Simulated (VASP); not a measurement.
# AlCo in VASP: reference runs

Reference runs on AlCo: the cell as given.

All numbers are computed with VASP 6.6.1; they aren't measurements. Logs are shortened: lines on timing, memory, paths and dates and some standing lists are left out, and cuts for length are marked.

## (1) The undisturbed slab

The cell holds a slab with vacuum, 8 atoms: a = 2.819 Å, b = 2.819 Å, c = 24.868 Å, α = 90.00°, β = 90.00°, γ = 90.00°.

## (2) Single point, PBE, collinear spin, ferromagnetic start (the (1 0 0) slab of AlCo, cut from the database cell, not relaxed)

INCAR

```
ALGO = Normal
DIPOL = 0.5 0.5 0.500
EDIFF = 1E-7
ENCUT = 520
GGA = PE
IDIPOL = 3
ISIF = 2
ISMEAR = -1
ISPIN = 2
LASPH = True
LCHARG = False
LDIPOL = True
LMAXMIX = 4
LORBIT = 11
LREAL = False
LWAVE = False
MAGMOM = 2 2 2 2 0 0 0 0
NBANDS = 38
NELM = 150
PREC = Accurate
SIGMA = 0.05
```

KPOINTS

```
k-points
0
Gamma
  9 9 1
```

POSCAR

```
AlCo
1.0
    2.8194032100      0.0000000000      0.0000000000
    0.0000000000      2.8194032100      0.0000000000
    0.0000000000      0.0000000000     24.8679112350
Co Al
4 4
Direct
    0.5000000000      0.5000000000      0.3015934844
    0.5000000000      0.5000000000      0.4149686362
    0.5000000000      0.5000000000      0.5283437879
    0.5000000000      0.5000000000      0.6417189397
    0.0000000000      0.0000000000      0.3582810603
    0.0000000000      0.0000000000      0.4716562121
    0.0000000000      0.0000000000      0.5850313638
    0.0000000000      0.0000000000      0.6984065156
```

Potentials or basis: VASP PAW PBE potentials, release 64 (Co, Al).

The run is started by

```bash
cat potpaw_PBE.64/Co/POTCAR potpaw_PBE.64/Al/POTCAR > POTCAR
mpirun -np 1 vasp_std > vasp.out
```

OUTCAR:

```text
EDIFF = 1E-7
   ENCUT = 520
   GGA = PE
   ISIF = 2
   ISMEAR = -1
   ISPIN = 2
   LASPH = True
   LORBIT = 11
   LREAL = False
   NELM = 150
   PREC = Accurate

 ion  position               nearest neighbor table
   1  0.500  0.500  0.302-   5 2.44   5 2.44   5 2.44   5 2.44   2 2.82
   2  0.500  0.500  0.415-   5 2.44   6 2.44   5 2.44   6 2.44   5 2.44   6 2.44   5 2.44   6 2.44
                             3 2.82   1 2.82
   3  0.500  0.500  0.528-   6 2.44   6 2.44   6 2.44   6 2.44   7 2.44   7 2.44   7 2.44   7 2.44
                             2 2.82   4 2.82
   4  0.500  0.500  0.642-   7 2.44   8 2.44   7 2.44   8 2.44   7 2.44   8 2.44   7 2.44   8 2.44
                             3 2.82
   5  0.000  0.000  0.358-   1 2.44   2 2.44   1 2.44   2 2.44   1 2.44   2 2.44   1 2.44   2 2.44
                             6 2.82
   6  0.000  0.000  0.472-   3 2.44   3 2.44   3 2.44   3 2.44   2 2.44   2 2.44   2 2.44   2 2.44
                             7 2.82   5 2.82
   7  0.000  0.000  0.585-   3 2.44   4 2.44   3 2.44   4 2.44   3 2.44   4 2.44   3 2.44   4 2.44
                             6 2.82   8 2.82
   8  0.000  0.000  0.698-   4 2.44   4 2.44   4 2.44   4 2.44   7 2.82

  LATTYP: Found a simple tetragonal cell.
 ALAT       =     2.8194032100
 C/A-ratio  =     8.8202748535

  Lattice vectors:

 A1 = (   2.8194032100,   0.0000000000,   0.0000000000)
 A2 = (   0.0000000000,   2.8194032100,   0.0000000000)
 A3 = (   0.0000000000,   0.0000000000,  24.8679112350)

Analysis of symmetry for initial positions (statically):
=====================================================================
 Subroutine PRICEL returns:
 Original cell was already a primitive cell.

 Routine SETGRP: Setting up the symmetry group for a
 simple tetragonal supercell.

 Subroutine GETGRP returns: Found  8 space group operations
 (whereof  8 operations were pure point group operations)
 out of a pool of 16 trial point group operations.

The static configuration has the point symmetry C_4v.

Analysis of symmetry for dynamics (positions and initial velocities):
=====================================================================
 Subroutine PRICEL returns:
 Original cell was already a primitive cell.

 Routine SETGRP: Setting up the symmetry group for a
 simple tetragonal supercell.

 Subroutine GETGRP returns: Found  8 space group operations
 (whereof  8 operations were pure point group operations)
 out of a pool of 16 trial point group operations.

The dynamic configuration has the point symmetry C_4v.

Analysis of structural, dynamic, and magnetic symmetry:
=====================================================================
 Subroutine PRICEL returns:
 Original cell was already a primitive cell.

 Routine SETGRP: Setting up the symmetry group for a
 simple tetragonal supercell.

 Subroutine GETGRP returns: Found  8 space group operations
 (whereof  8 operations were pure point group operations)
 out of a pool of 16 trial point group operations.

The overall configuration has the point symmetry C_4v.

 Subroutine INISYM returns: Found  8 space group operations
 (whereof  8 operations are pure point group operations),
 and found     1 'primitive' translations

----------------------------------------------------------------------------------------

                                     Primitive cell

  volume of cell :     197.6759

  direct lattice vectors                    reciprocal lattice vectors
     2.819403210  0.000000000  0.000000000     0.354684990  0.000000000  0.000000000
     0.000000000  2.819403210  0.000000000     0.000000000  0.354684990  0.000000000
     0.000000000  0.000000000 24.867911235     0.000000000  0.000000000  0.040212465

  length of vectors
     2.819403210  2.819403210 24.867911235     0.354684990  0.354684990  0.040212465

  position of ions in fractional coordinates (direct lattice)
     0.500000000  0.500000000  0.301593484
     0.500000000  0.500000000  0.414968636
     0.500000000  0.500000000  0.528343788
     0.500000000  0.500000000  0.641718940
     0.000000000  0.000000000  0.358281060
     0.000000000  0.000000000  0.471656212
     0.000000000  0.000000000  0.585031364
     0.000000000  0.000000000  0.698406516

[... 65 lines left out ...]
   ICHARG =      2    charge: 1-file 2-atom 10-const
   ISPIN  =      2    spin polarized calculation?
   LNONCOLLINEAR =      F non collinear calculations
   LSORBIT =      F    spin-orbit coupling
   LASPH  =      T    aspherical Exc in radial PAW
   ENCUT  =  520.0 eV  38.22 Ry    6.18 a.u.   5.24  5.24 46.24*2*pi/ulx,y,z
   NELM   =    150;   NELMIN=  2; NELMDL= -5     # of ELM steps
   EDIFF  = 0.1E-06   stopping-criterion for ELM
   LREAL  =      F    real-space projection
   EDIFFG = 0.1E-05   stopping-criterion for IOM
   NSW    =      0    number of steps for IOM
   IBRION =     -1    ionic relax: 0-MD 1-quasi-New 2-CG
   NFREE  =      0    steps in history (QN), initial steepest desc. (CG)
   ISIF   =      2    stress and relaxation
   ISYM   =      2    0-nonsym 1-usesym 2-fastsym
   POTIM  = 0.5000    time-step for ionic-motion
   TEBEG  =    0.0;   TEEND  =   0.0 temperature during run
   PSTRESS=    0.0 pullay stress
   NELECT =      48.0000    total number of electrons
   NUPDOWN=      -1.0000    fix difference up-down
   EMIN   =  10.00;   EMAX   =-10.00  energy-range for DOS
   EFERMI =   0.00;   METHOD = LEGACY
   ISMEAR =    -1;   SIGMA  =   0.05  broadening in eV -4-tet -1-fermi 0-gaus
   EFERMI_NEDOS =   21; number of points for ismear=-14 and -15
   IALGO  =     38    algorithm
   IMIX   =      4    mixing-type and parameters
     AMIX     =   0.40;   BMIX     =  1.00
     AMIX_MAG =   1.60;   BMIX_MAG =  1.00
  volume/ion in A,a.u.               =      24.71       166.75
  Fermi-wavevector in a.u.,A,eV,Ry     =   1.021341  1.930054 14.192741  1.043137
  Thomas-Fermi vector in A             =   2.154960
   LORBIT       =     11    0 simple, 1 ext, 2 COOP (PROOUT), +10 PAW based schemes
   GGA     = PE    functional components
   LHFCALC =     F    Hartree Fock is set to
   AEXX    =    0.0000 exact exchange contribution
   IVDW    =     0    specifies the selected vdW correction
   LEPSILON=     F    determine dielectric tensor
   LRPA    =     F    only Hartree local field effects (RPA)
 spin polarized calculation
  energy-cutoff  :      520.00
  volume of cell :      197.68
 maximum number of plane-waves:      5364
 NGX is ok and might be reduce to    24
   NGX = 11   NGY = 11   NGZ = 93

 dipolmoment           0.000000      0.000000      0.000691 electrons x Angstroem

 number of electron      47.9999988 magnetization       2.0846735

 dipolmoment           0.000000      0.000000     -0.025859 electrons x Angstroem

 Free energy of the ion-electron system (eV)
  ---------------------------------------------------
  ext. energy  EPLUGINS =         0.00000000
  ---------------------------------------------------
  free energy    TOTEN  =       -45.02568334 eV

  energy without entropy =      -44.98430237  energy(sigma->0) =      -45.00499285

 E-fermi :   2.7727     XC(G=0):  -6.5801

 val. band max:        2.7618936507   @ k =   0.3333   0.1111   0.0000
 cond. band min:       2.7822192387   @ k =   0.3333   0.2222   0.0000
 fundamental gap:      0.0203255880
 Fermi energy:         2.7726677023

 spin component 1

 k-point     1 :       0.0000    0.0000    0.0000
  band No.  band energies     occupation
      1      -8.1301      1.00000
      2      -7.3697      1.00000
      3      -6.1770      1.00000
      4      -4.6722      1.00000
      5      -2.9528      1.00000
      6      -1.4575      1.00000
[... 574 lines left out ...]
     35       6.9749      0.00000
     36       6.9770      0.00000
 Fermi energy:         2.7726677023

 spin component 2

 k-point     1 :       0.0000    0.0000    0.0000
  band No.  band energies     occupation
      1      -8.1500      1.00000
      2      -7.3884      1.00000
      3      -6.1797      1.00000
      4      -4.6510      1.00000
      5      -2.8519      1.00000
      6      -1.2130      1.00000
[... 574 lines left out ...]
     35       7.0717      0.00000
     36       7.1517      0.00000
 [bands above 36 left out]

------------------------ aborting loop because EDIFF is reached ----------------------------------------

 vacuum level on the upper side and lower side of the slab       (xc-potential included)        -0.420         0.179

  FORCE on cell =-STRESS in cart. coord.  units (eV):
  Direction    XX          YY          ZZ          XY          YZ          ZX
  --------------------------------------------------------------------------------------
  -------------------------------------------------------------------------------------
  Total        0.7609903      0.7609903      3.9472845      0.0000000     -0.0000000      0.0000000
  in kB        6.1678818      6.1678818     31.9930267      0.0000000     -0.0000000      0.0000000
  external PRESSURE =      14.7762634 kB  Pullay stress =       0.0000000 kB

 VOLUME and BASIS-vectors are now :
 -----------------------------------------------------------------------------
  energy-cutoff  :      520.00
  volume of cell :      197.68
      direct lattice vectors                 reciprocal lattice vectors
     2.819403210  0.000000000  0.000000000     0.354684990  0.000000000  0.000000000
     0.000000000  2.819403210  0.000000000     0.000000000  0.354684990  0.000000000
     0.000000000  0.000000000 24.867911235     0.000000000  0.000000000  0.040212465

 POSITION                                       TOTAL-FORCE (eV/Angst)
 -----------------------------------------------------------------------------------
      1.40970      1.40970      7.50000         0.000000     -0.000000     -0.366919
      1.40970      1.40970     10.31940         0.000000      0.000000      0.312146
      1.40970      1.40970     13.13881         0.000000      0.000000     -0.050127
      1.40970      1.40970     15.95821         0.000000     -0.000000      0.692794
      0.00000      0.00000      8.90970        -0.000000      0.000000     -0.330395
      0.00000      0.00000     11.72910         0.000000      0.000000     -0.052296
      0.00000      0.00000     14.54851         0.000000      0.000000     -0.074236
      0.00000      0.00000     17.36791         0.000000      0.000000     -0.130967
 -----------------------------------------------------------------------------------
    total drift:                                0.000000     -0.000000     -0.000520

  FREE ENERGIE OF THE ION-ELECTRON SYSTEM (eV)
  ---------------------------------------------------
  free  energy   TOTEN  =       -45.0256833383 eV

  energy  without entropy=      -44.9843023679  energy(sigma->0) =      -45.00499285

 vacuum level on the upper side and lower side of the slab         6.548         7.167

 total charge

# of ion       s       p       d       tot
------------------------------------------
    1        0.412   0.317   7.354   8.082
    2        0.450   0.532   7.529   8.511
    3        0.449   0.531   7.534   8.514
    4        0.454   0.525   7.528   8.507
    5        0.406   0.440   0.000   0.847
    6        0.400   0.443   0.000   0.843
    7        0.398   0.444   0.000   0.843
    8        0.420   0.368   0.000   0.789
--------------------------------------------------
tot          3.390   3.601  29.945  36.936

 magnetization (x)

# of ion       s       p       d       tot
------------------------------------------
    1        0.017   0.005   1.304   1.326
    2       -0.000  -0.008   0.093   0.084
    3       -0.000  -0.005   0.101   0.096
    4        0.013  -0.008   0.495   0.500
    5       -0.006  -0.013   0.000  -0.019
    6       -0.000  -0.003   0.000  -0.003
    7       -0.001  -0.004   0.000  -0.006
    8        0.007   0.017   0.000   0.025
--------------------------------------------------
tot          0.029  -0.019   1.992   2.002
```

It took 19 min on 1 thread of Intel Xeon Platinum 8488C (Sapphire Rapids), shared host; peak memory 0.51 GiB.

Results:

```
Free energy                                           : -45.0257 eV
Largest force                                         : 0.693 eV/Å
Band gap on the k mesh                                : none (metal or under the smearing width)
Net moment                                            : 2.08 μB per cell
Site moments                                          : Co +1.33, +0.08, +0.10, +0.50; Al -0.02, -0.00, -0.01, +0.03 μB
Valence electrons inside the program's atomic spheres : Co 8.08, 8.51; Al 0.85, 0.84, 0.79
```

Forces in eV/Å, atoms in the order of the input:
```
Co   0.000  0.000 -0.367
Co   0.000  0.000  0.312
Co   0.000  0.000 -0.050
Co   0.000  0.000  0.693
Al   0.000  0.000 -0.330
Al   0.000  0.000 -0.052
Al   0.000  0.000 -0.074
Al   0.000  0.000 -0.131
```

Levels at points of the mesh, in eV from the Fermi level:
Spin up:
| k point | band 24 | band 25 | band 26 | band 27 | band 28 | band 29 |
| --- | --- | --- | --- | --- | --- | --- |
| (0.00, 0.00, 0.00) | -0.75 | -0.71 | -0.69 | 0.74 | 2.12 | 3.40 |
Spin down:
```
           k point  band 21  band 22  band 23  band 24  band 25  band 26
(0.00, 0.00, 0.00)    -0.60    -0.22    -0.22    -0.11     0.24     0.56
```
